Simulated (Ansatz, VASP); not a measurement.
**TiO2 (Anatase): VASP beside Ansatz**

Wanted: the spread between two codes on one cell, functional and k mesh.

Calculated with Ansatz 0.2.0; plane waves, with VASP 6.6.1 beside it; relaxation of cell and atoms at PBEsol and relaxation of cell and atoms at r2SCAN.

## 1. The starting structure

It takes space group I4_1/amd (No. 141, tetragonal). Conventional cell: a = 3.784 Å, b = 3.784 Å, c = 9.515 Å, α = 90.00°, β = 90.00°, γ = 90.00°. Nearest to Ti lie 6 O at 1.93 to 1.98 Å. O has 3 Ti at 1.93 to 1.98 Å nearest. Farther neighbours and most contacts between anions are not listed.

## 2. VASP: relaxation of cell and atoms, PBEsol

The relaxed volume is the usual yardstick between codes: its relative difference is about their pressure difference at one cell divided by the bulk modulus.

Lines of VASP's logs that name or quote its potential files are left out, and so is its time.

INCAR

```
SYSTEM = TiO2
PREC = Accurate
ENCUT = 560
EDIFF = 1E-06
NELM = 100
ISMEAR = -1
SIGMA = 0.05
LREAL = .FALSE.
ALGO = Normal
GGA = PS
NBANDS = 30
LASPH = .TRUE.
LORBIT = 11
LWAVE = .FALSE.
LCHARG = .FALSE.
KPAR = 4
IBRION = 2
NSW = 60
ISIF = 3
EDIFFG = -0.01
```

POSCAR

```
TiO2
1.0
   -1.8921000000      1.8921000000      4.7573000000
    1.8921000000     -1.8921000000      4.7573000000
    1.8921000000      1.8921000000     -4.7573000000
Ti O
2 4
Direct
    0.0000000000      0.0000000000      0.0000000000
    0.7500000000      0.2500000000      0.5000000000
    0.2081000000      0.2081000000      0.0000000000
    0.9581000000      0.4581000000      0.5000000000
    0.5419000000      0.0419000000      0.5000000000
    0.7919000000      0.7919000000      0.0000000000
```

KPOINTS

```
Automatic mesh
0
Gamma
7 7 7
0 0 0
```

PAW data sets: Ti_sv and O (PBE family, release 64).

Command:

```console
mpirun -np 4 vasp_std
```

Numbers of over 12 decimals in the logs are rounded to 6 here.

The log of the run:

```text
[banner, memory and clock lines left out]
running    4 mpi-ranks, on    1 nodes
 distrk:  each k-point on    1 cores,    4 groups
 distr:  one band on    1 cores,    1 groups

 POSCAR found type information on POSCAR TiO
 POSCAR found :  2 types and       6 ions
|                                                                             |
|               ----> ADVICE to this user running VASP <----                  |
|                                                                             |
|     You enforced a specific xc type in the INCAR file but a different       |
|     [... a line on the potential file left out ...]
|     I HOPE YOU KNOW WHAT YOU ARE DOING!                                     |
|                                                                             |

 LDA part: xc-table for (Slater+PW92), standard interpolation
 POSCAR, INCAR and KPOINTS ok, starting setup
 FFT: planning ... GRIDC
 FFT: planning ... GRID_SOFT
 FFT: planning ... GRID
 WAVECAR not read
 entering main loop
       N       E                     dE             d eps       ncg     rms          rms(c)
DAV:   1     0.691968860870E+03    0.69197E+03   -0.25737E+04  2400   0.196E+03
DAV:   2     0.430470193489E+02   -0.64892E+03   -0.61690E+03  2622   0.564E+02
DAV:   3    -0.671929321748E+02   -0.11024E+03   -0.10760E+03  3544   0.210E+02
DAV:   4    -0.722847765166E+02   -0.50918E+01   -0.50856E+01  3484   0.460E+01
DAV:   5    -0.724886600607E+02   -0.20388E+00   -0.20384E+00  3228   0.748E+00    0.321E+01
DAV:   6    -0.566906532470E+02    0.15798E+02   -0.97569E+01  3160   0.964E+01    0.116E+01
DAV:   7    -0.564017700656E+02    0.28888E+00   -0.14327E+01  3138   0.308E+01    0.863E+00
DAV:   8    -0.563835297129E+02    0.18240E-01   -0.33701E+00  2908   0.187E+01    0.397E+00
DAV:   9    -0.562151333260E+02    0.16840E+00   -0.10221E+00  2946   0.973E+00    0.997E-01
DAV:  10    -0.562257236216E+02   -0.10590E-01   -0.10622E-01  2842   0.247E+00    0.551E-01
DAV:  11    -0.562202103636E+02    0.55133E-02   -0.30320E-02  2810   0.115E+00    0.919E-02
DAV:  12    -0.562204105890E+02   -0.20023E-03   -0.23891E-03  2654   0.524E-01    0.142E-01
DAV:  13    -0.562202757132E+02    0.13488E-03   -0.38985E-04  2916   0.205E-01    0.391E-02
DAV:  14    -0.562202714807E+02    0.42325E-05   -0.10601E-04  3326   0.975E-02    0.137E-02
DAV:  15    -0.562202721096E+02   -0.62885E-06   -0.16538E-05  3158   0.395E-02    0.612E-03
DAV:  16    -0.562202720062E+02    0.10341E-06   -0.57521E-07  1338   0.729E-03
   1 F= -.56220272E+02 E0= -.56220272E+02  d E =-.562203E+02
[...]
2 F= -.56220821E+02 E0= -.56220821E+02  d E =-.548822E-03
[...]
3 F= -.56220919E+02 E0= -.56220919E+02  d E =-.647158E-03
[...]
4 F= -.56221039E+02 E0= -.56221039E+02  d E =-.120053E-03
[...]
5 F= -.56221039E+02 E0= -.56221039E+02  d E =-.120261E-03
[...]
6 F= -.56221190E+02 E0= -.56221190E+02  d E =-.150956E-03
 ZBRENT: can't locate minimum, use default step
 trial-energy change:   -0.000151  1 .order   -0.000153   -0.000172   -0.000134
 step:   3.5456(harm=  4.0190)  dis= 0.00606  next Energy=   -56.221430 (dE=-0.391E-03)
 bond charge predicted
       N       E                     dE             d eps       ncg     rms          rms(c)
DAV:   1    -0.562216969686E+02   -0.50613E-03   -0.53813E-01  2400   0.552E+00    0.294E-01
DAV:   2    -0.562219038781E+02   -0.20691E-03   -0.17347E-02  2650   0.937E-01    0.170E-01
DAV:   3    -0.562213770892E+02    0.52679E-03   -0.19413E-03  2792   0.354E-01    0.482E-02
DAV:   4    -0.562213658388E+02    0.11250E-04   -0.25411E-04  3558   0.112E-01    0.374E-02
DAV:   5    -0.562213622326E+02    0.36061E-05   -0.26361E-05  3024   0.523E-02    0.196E-02
DAV:   6    -0.562213618325E+02    0.40015E-06   -0.64918E-06  2592   0.207E-02
   7 F= -.56221362E+02 E0= -.56221362E+02  d E =-.322407E-03
 curvature:  -3.55 expect dE=-0.282E-04 dE for cont linesearch -0.113E-05
 trial: gam= 0.00000 g(F)=  0.349E-05 g(S)=  0.446E-05 ort =-0.106E-04 (trialstep = 0.142E+01)
 search vector abs. value=  0.795E-05
 reached required accuracy - stopping structural energy minimisation
```

Parts of OUTCAR (step 2):

```text
ion  position               nearest neighbor table
   1  0.000  0.000  0.000-   5 1.93   4 1.93   5 1.93   4 1.93   3 1.98   6 1.98
   2  0.750  0.250  0.500-   6 1.93   3 1.93   6 1.93   3 1.93   4 1.98   5 1.98
   3  0.208  0.208  0.000-   2 1.93   2 1.93   1 1.98
   4  0.958  0.458  0.500-   1 1.93   1 1.93   2 1.98
   5  0.542  0.042  0.500-   1 1.93   1 1.93   2 1.98
   6  0.792  0.792  0.000-   2 1.93   2 1.93   1 1.98

  LATTYP: Found a body centered tetragonal cell.
 ALAT       =     3.7842000000
 C/A-ratio  =     2.5142962846

 Subroutine GETGRP returns: Found 16 space group operations
 (whereof  8 operations were pure point group operations)

The static configuration has the point symmetry D_2d.
 The point group associated with its full space group is D_4h.

 Found     40 irreducible k-points:

   k-points           NKPTS =     40   k-points in BZ     NKDIM =     40   number of bands    NBANDS=     30

   dimension x,y,z NGX =    42 NGY =   42 NGZ =   42
   dimension x,y,z NGXF=    84 NGYF=   84 NGZF=   84

   ENCUT  =  560.0 eV  41.16 Ry    6.42 a.u.  10.53 10.53 10.53*2*pi/ulx,y,z

   NELECT =      48.0000    total number of electrons

 k-points in reciprocal lattice and weights: Automatic mesh
   0.00000000  0.00000000  0.00000000       0.003
   0.14285714  0.00000000  0.00000000       0.023
   0.28571429  0.00000000  0.00000000       0.023
   0.42857143 -0.00000000  0.00000000       0.023
   0.14285714  0.14285714  0.00000000       0.023
   0.28571429  0.14285714  0.00000000       0.047
   0.42857143  0.14285714  0.00000000       0.047
  -0.42857143  0.14285714  0.00000000       0.047
  -0.28571429  0.14285714  0.00000000       0.047
[...]
-0.42857143  0.42857143  0.42857143       0.012
  -0.42857143 -0.42857143  0.42857143       0.006

 average (electrostatic) potential at core
       1 -76.9000       2 -76.9000       3 -70.2907       4 -70.2907       5 -70.2907
       6 -70.2907

 E-fermi :   4.3081

 k-point     1 :       0.0000    0.0000    0.0000
  band No.  band energies     occupation
    ...
     20       2.5005      2.00000
     21       2.5059      2.00000
     22       2.5059      2.00000
     23       2.8184      2.00000
     24       2.8184      2.00000
     25       5.3704      0.00000
     26       6.1151      0.00000
     27       7.3105      0.00000
     28       7.3105      0.00000
     29       7.3332      0.00000
    ...

 k-point     2 :       0.1429    0.0000    0.0000
  band No.  band energies     occupation
    ...
     20       2.0625      2.00000
     21       2.3516      2.00000
     22       2.5051      2.00000
     23       2.5736      2.00000
     24       2.8384      2.00000
     25       5.8251      0.00000
     26       6.1979      0.00000
     27       6.8396      0.00000
     28       7.0291      0.00000
     29       7.2522      0.00000
    ...

 k-point     3 :       0.2857    0.0000    0.0000
  band No.  band energies     occupation
    ...
     20       1.4741      2.00000
     21       1.7743      2.00000
     22       2.4544      2.00000
     23       2.4844      2.00000
     24       2.7419      2.00000
     25       6.3009      0.00000
     26       6.6194      0.00000
     27       6.6897      0.00000
     28       6.8718      0.00000
     29       7.1829      0.00000
    ...

  Total       -0.0137585     -0.0137585      0.0132606      0.0000000     -0.0000000      0.0000000
  in kB       -0.3237911     -0.3237911      0.3120728      0.0000000     -0.0000000      0.0000000
  external PRESSURE =      -0.1118365 kB  Pullay stress =       0.0000000 kB

  energy-cutoff  :      560.00
  volume of cell :       68.08
      direct lattice vectors                 reciprocal lattice vectors
    -1.886579081  1.886579081  4.781966929     0.000000000  0.265029971  0.104559485
     1.886579081 -1.886579081  4.781966929     0.265029971  0.000000000  0.104559485
     1.886579081  1.886579081 -4.781966929     0.265029971  0.265029971  0.000000000

 POSITION                                       TOTAL-FORCE (eV/Angst)
 -----------------------------------------------------------------------------------
      0.00000      0.00000      0.00000         0.000000      0.000000      0.000000
     -0.00000      1.88658      2.39098         0.000000      0.000000      0.000000
      0.00000      0.00000      1.98434         0.000000     -0.000000      0.004252
     -0.00000      1.88658      4.37532        -0.000000      0.000000      0.004252
      0.00000      1.88658      0.40664        -0.000000      0.000000     -0.004252
      0.00000      0.00000      7.57960         0.000000     -0.000000     -0.004252
 -----------------------------------------------------------------------------------
    total drift:                                0.000000      0.000000     -0.000000

  FREE ENERGIE OF THE ION-ELECTRON SYSTEM (eV)
  ---------------------------------------------------
  free  energy   TOTEN  =       -56.2213618325 eV

  energy  without entropy=      -56.2213618324  energy(sigma->0) =      -56.22136183

 reached required accuracy - stopping structural energy minimisation

 total charge
# of ion       s       p       d       tot
------------------------------------------
    1        2.229   6.307   1.769  10.305
    2        2.229   6.307   1.769  10.305
    3        1.565   3.490   0.000   5.054
    4        1.565   3.490   0.000   5.054
    5        1.565   3.490   0.000   5.054
    6        1.565   3.490   0.000   5.054
--------------------------------------------------
tot         10.718  26.573   3.538  40.828

[... 3 further parts left out ...]
```

This run has no spin polarisation, so a moment on Ti, if there is one, isn't seen. The run keeps the 16 symmetry operations of its start, so it cannot find a distortion of lower symmetry.

## 3. Ansatz: relaxation of cell and atoms, PBEsol

Ansatz runs on its default PAW (the set named soft_2) files.

The same cell, functional, mesh and smearing now go to Ansatz, which takes its cutoff from its data sets.

input.yaml

```yaml
crystal:
  lattice:
    - [-1.8921, 1.8921, 4.7573]
    - [1.8921, -1.8921, 4.7573]
    - [1.8921, 1.8921, -4.7573]
  atoms:
    - { symbol: Ti, position: [0.0, 0.0, 0.0] }
    - { symbol: Ti, position: [0.75, 0.25, 0.5] }
    - { symbol: O, position: [0.2081, 0.2081, 0.0] }
    - { symbol: O, position: [0.9581, 0.4581, 0.5] }
    - { symbol: O, position: [0.5419, 0.0419, 0.5] }
    - { symbol: O, position: [0.7919, 0.7919, 0.0] }
hamiltonian:
  xc: pbesol
  pseudopotentials: { kind: paw }
kpoints:
  mp_grid: { grid: [7, 7, 7] }
scf:
  occupations: { method: fermi_dirac, width: 0.05 }
relax:
  f_tol: 0.01
  max_steps: 60
  cell: { stress_tol: 0.05 }
output:
  forces: true
  stress: true
  write_density: true
  write_potential: true
  elf: true
  volumetric_format: npy
```

Command:

```console
ansatz run input.yaml --threads 4 --pin off --max-ram 9216MiB --backend cpu --events-out ev --progress --plain --runs-dir out
```

The log of the run:

```text
Engine: ansatz 0.2.0, aarch64-unknown-linux-gnu
Pseudopotentials: kind: paw
Pseudopotential: Ti, paw, valence charge 12, recommended cutoff 420 eV (normal), Ti.paw.azcp
Pseudopotential: O, paw, valence charge 6, recommended cutoff 420 eV (normal), O.paw.azcp
Functional definition: PBEsol
  exchange = pbesol_x
  correlation = pbesol_c
Crystal: 6 atoms, lattice volume = 68.125 Å³
Basis set: ecut = 420 eV, 1315 PW (Γ), exchange–correlation on 80×80×80 points (8 copies of the dense FFT grid, shifted against one another)
Bands: 30, of which v1, the nominal top of the filled ones, is band 24 counted from 1 (23 counted from 0)
Symmetry: 16 space group operations
Space group: I41/amd (ITA 141), of the structure as read, at distance tolerance 4.1e-5 Å
k-points: 40 of 343
Non-local potential: Ti, projectors of the file, l = 0: 3, l = 1: 2, l = 2: 3, l = 3: 1
Non-local potential: O, projectors of the file, l = 0: 2, l = 1: 2, l = 2: 1
PAW form: soft (Blöchl's): semilocal exchange-correlation on the pseudo side does not see the compensation charge
PAW frozen core: Ti, regenerated for the run's functional, and the local potential with it (the file was generated under x = pbe(κ = 0.804, μ = 0.219515), c = pbe(β = 0.066725))
PAW frozen core: O, regenerated for the run's functional, and the local potential with it (the file was generated under x = pbe(κ = 0.804, μ = 0.219515), c = pbe(β = 0.066725))
PAW one-centre angular grid: Ti, 590 points (default); XC on 64 Gauss nodes
PAW one-centre angular grid: O, 110 points (default); XC on 64 Gauss nodes
Initial density: superposition of atomic densities (neutral atoms: chi_scale 0, normalization atom), corrected by the library's trained network
Initial wavefunctions: pseudopotential atomic-orbital guess
Functional: x = pbesol(κ = 0.804, μ = 0.123457), c = pbesol(β = 0.046)
SCF iter   1: F=—  HF=-7199.762770 eV  |F-HF|=—  |Δ(HF+E_count)|=         —  Δρ=1.61e-2  dr2=1.36e-1  ethr=1.77e-3  ⟨swp⟩=5.1  Hψ=4926  notcnv=0
preconditioner: auto → none  [insulator: Δε(μ)=1.923 eV  Ē_g=9.555 eV  σ=0.050 eV  W_gap=1.00  n_scr=14 (ndim 8)  ℏωp=25.4 eV  f_vac=0.102  D(μ)=0.00/eV (n_scr^D=0)  ε∞_Penn≈8.1]
SCF iter   2: F=—  HF=-7199.767812 eV  |F-HF|=—  |Δ(HF+E_count)|=   5.04e-3  Δρ=1.68e-2  dr2=1.89e-1  ethr=2.83e-4  ⟨swp⟩=2.0  Hψ=2333  notcnv=0  defer=59
SCF iter   3: F=—  HF=-7199.731364 eV  |F-HF|=—  |Δ(HF+E_count)|=   3.64e-2  Δρ=2.23e-3  dr2=1.87e-3  ethr=2.83e-4  ⟨swp⟩=2.0  Hψ=1808  notcnv=0  defer=59
SCF iter   4: F=—  HF=-7199.731316 eV  |F-HF|=—  |Δ(HF+E_count)|=   4.83e-5  Δρ=6.87e-4  dr2=9.34e-5  ethr=3.89e-6  ⟨swp⟩=2.0  Hψ=1960  notcnv=0  defer=59
SCF iter   5: F=—  HF=-7199.731382 eV  |F-HF|=—  |Δ(HF+E_count)|=   6.66e-5  Δρ=1.45e-4  dr2=1.50e-5  ethr=1.95e-7  ⟨swp⟩=2.4  Hψ=1893  notcnv=0  defer=59
SCF iter   6: F=-7199.731379 eV  HF=-7199.731379 eV  |F-HF|=4.09e-8  |Δ(HF+E_count)|=   3.19e-6  Δρ=1.50e-5  dr2=5.07e-8  ethr=2.08e-10  ⟨swp⟩=7.0  Hψ=8367  notcnv=0
SCF 1 converged in 6 iterations: F = -7199.731379 eV  dr2 = 5.07e-8
  greatest PAW one-centre occupation: 0.999 electrons in one spin orbital (limit 2), on the Ti atom at site 1 (counted from 0), in its partial waves of l = 0
relax step   1: F+E_penalty+E_count = -7199.73137925 eV  Δ(F+E_penalty+E_count) = +0.000e0 eV  max|allowed force component| = 9.063e-3 eV/Å  Δτ_max = 0.0000 Å  P = -1.063 GPa  Ω = 68.125 Å³  (6 SCF iters, dr2 threshold 1.00e-7 eV, accepted)
[... from here on, the SCF cycles and remarks between the steps are left out ...]
relax step   2: F+E_penalty+E_count = -7199.73360299 eV  Δ(F+E_penalty+E_count) = -2.224e-3 eV  max|allowed force component| = 5.726e-3 eV/Å  Δτ_max = 0.0012 Å  P = -0.325 GPa  Ω = 67.921 Å³  energy of the carried Pulay correction = +9.280e-4 eV  (5 SCF iters, dr2 threshold 6.00e-7 eV, accepted)
relax step   3: F+E_penalty+E_count = -7199.73451019 eV  Δ(F+E_penalty+E_count) = -9.072e-4 eV  max|allowed force component| = 5.838e-3 eV/Å  Δτ_max = 0.0018 Å  P = +0.099 GPa  Ω = 67.817 Å³  energy of the carried Pulay correction = +1.395e-3 eV  (5 SCF iters, dr2 threshold 6.00e-7 eV, accepted)
relax step   4: F+E_penalty+E_count = -7199.73450493 eV  Δ(F+E_penalty+E_count) = +5.267e-6 eV  max|allowed force component| = 9.190e-4 eV/Å  Δτ_max = 0.0011 Å  P = +0.087 GPa  Ω = 67.836 Å³  energy of the carried Pulay correction = +1.305e-3 eV  (4 SCF iters, dr2 threshold 2.28e-7 eV, accepted)
relax step   5: F+E_penalty+E_count = -7199.73435344 eV  Δ(F+E_penalty+E_count) = +1.515e-4 eV  max|allowed force component| = 1.810e-4 eV/Å  Δτ_max = 0.0008 Å  P = +0.001 GPa  Ω = 67.872 Å³  energy of the carried Pulay correction = +1.135e-3 eV  (4 SCF iters, dr2 threshold 4.77e-8 eV, accepted)
relax step   6: F+E_penalty+E_count = -7199.73316222 eV  Δ(F+E_penalty+E_count) = +1.191e-3 eV  max|allowed force component| = 7.032e-5 eV/Å  Δτ_max = 0.0000 Å  P = -0.028 GPa  Ω = 67.872 Å³  stress off target by 5.27e-2 GPa  SCF on the basis re-selected at this cell (its energy is not comparable with the rows above)  (6 SCF iters)
relax step   7: F+E_penalty+E_count = -7199.73317596 eV  Δ(F+E_penalty+E_count) = -1.374e-5 eV  max|allowed force component| = 7.509e-5 eV/Å  Δτ_max = 0.0005 Å  P = +0.000 GPa  Ω = 67.871 Å³  energy of the carried Pulay correction = +6.812e-6 eV  (5 SCF iters, dr2 threshold 6.94e-9 eV, accepted)
relax step   8: F+E_penalty+E_count = -7199.73321025 eV  Δ(F+E_penalty+E_count) = -3.429e-5 eV  max|allowed force component| = 8.271e-5 eV/Å  Δτ_max = 0.0000 Å  P = -0.000 GPa  Ω = 67.871 Å³  stress off target by 5.56e-3 GPa  SCF on the basis re-selected at this cell (its energy is not comparable with the rows above)  (4 SCF iters)
basis re-selected at this cell: Δ(F+E_penalty+E_count) = -3.429e-5 eV, ΔP = -0.000 GPa vs the last step (what re-selecting the basis moved, of the pressure what is left beyond the Pulay correction that the steps carried, after the strain that the cell walked since its last selection, with what the two solves' SCF thresholds leave and, on support functions, any second-order correction that the steps lacked; it is no m [...]
SCF converged after 4 iterations
Free energy (F): -7199.733210 eV
Harris-Foulkes:  -7199.733210 eV  (|F-HF|=8.49e-10)
Internal energy: -7199.733210 eV  (E = F + TS)
E sigma→0 (E₀):  -7199.733210 eV
Fermi energy:    8.350441 eV
--- Per-component energies (eV) ---
  E_band       = -455.542571
  E_kinetic    = 1245.133865
  E_local      = -3561.240857  (includes V_loc(G=0)·N_el)
  E_nonlocal   = 200.325962
  E_hartree    = 1377.660032
  E_xc         = -486.982472
  E_vxc        = -619.858581  (∫ρ·V_xc dr)
  E_paw        = -2649.020233  (= ΣΔE_a)
  E_vpaw       = -475.233081  (= ΣTr[D̂ρ^β])
  E_aug_tail   = 0.009926  (compensation charges beyond the density's cutoff)
  E_ewald      = -3326.039353
  E_core_change = 0.419920  (= ΣΔE_core)
  E_smearing   = -0.000000  (= −TS)
  E_closure    = 0.000000  (closes the sum)
  Σ components = -7199.733210   (vs F -7199.733210, Δ=0.00e0)
--- Forces (eV/Å), atoms counted from 1 ---
  atom   1  Ti     0.00000000    -0.00000000     0.00000000
  atom   2  Ti     0.00000000     0.00000000     0.00000000
  atom   3  O     -0.00000000     0.00000000    -0.00008271
  atom   4  O      0.00000000    -0.00000000    -0.00008271
  atom   5  O      0.00000000     0.00000000     0.00008271
  atom   6  O      0.00000000     0.00000000     0.00008271
  max |Σ_I F_I| component: 1.08e-19 eV/Å
--- Stress (GPa, compression-positive) ---
       -0.002813       0.000000      -0.000000
        0.000000      -0.002813      -0.000000
        0.000000      -0.000000       0.005563
  P = ⅓ Tr σ = -0.0000 GPa (-0.000 kbar)
--- Band table (eV; the first three rows and the last of 40) ---
  k-point 0: bands = [... 20 lower, 6.4882, 6.4882, 6.7876, 6.7876, 9.3699, 10.1213, 11.3215, 11.3215, ... 2 higher]
  k-point 1: bands = [... 20 lower, 6.0617, 6.1029, 6.5625, 6.9887, 10.1500, 10.2125, 10.6588, 11.0483, ... 2 higher]
  k-point 2: bands = [... 20 lower, 5.3602, 6.4297, 6.5611, 7.0638, 10.2646, 10.4722, 10.7980, 11.0566, ... 2 higher]
  k-point 39: bands = [... 20 lower, 5.9233, 6.3335, 6.8540, 6.8897, 9.8663, 10.1455, 10.8770, 10.9670, ... 2 higher]
--- Relaxed structure (6 steps of the walk, 6 accepted, 2 SCFs on fresh bases) ---
  F+E_penalty+E_count = -7199.73321025 eV   max|allowed force component| = 8.271e-5 eV/Å   (the final SCF, on the basis selected at the relaxed cell)
  cell:  # Å, volume = 67.8707 Å³
    - [-1.884880, 1.884880, 4.775897]
    - [1.884880, -1.884880, 4.775897]
    - [1.884880, 1.884880, -4.775897]
  atoms:
    - { symbol: Ti, position: [0, 0, 0] }
    - { symbol: Ti, position: [0.75, 0.25, 0.5] }
    - { symbol: O, position: [0.207528, 0.207528, 0] }
    - { symbol: O, position: [0.957528, 0.457528, 0.500000] }
    - { symbol: O, position: [0.542472, 0.042472, 0.500000] }
    - { symbol: O, position: [0.792472, 0.792472, 0] }
```

Wall time 11 s (4 threads of Arm Neoverse V2, shared host); peak memory 0.44 GiB; 40 s of CPU time.

(Part 1 of 2 ends here.)

[Lines on the potential files, build, host, timing and source positions are cut from VASP's logs without a mark.]

[Logs are printed without paths, hosts, clocks, repeated set-up lines and the standing remarks that a program may print on its own settings, such as how far it seeks lower states.]

[Hosts, paths, dates, database ids (printed as entryN), source tags and the programs' standing remarks are cut or masked in the printed files.]
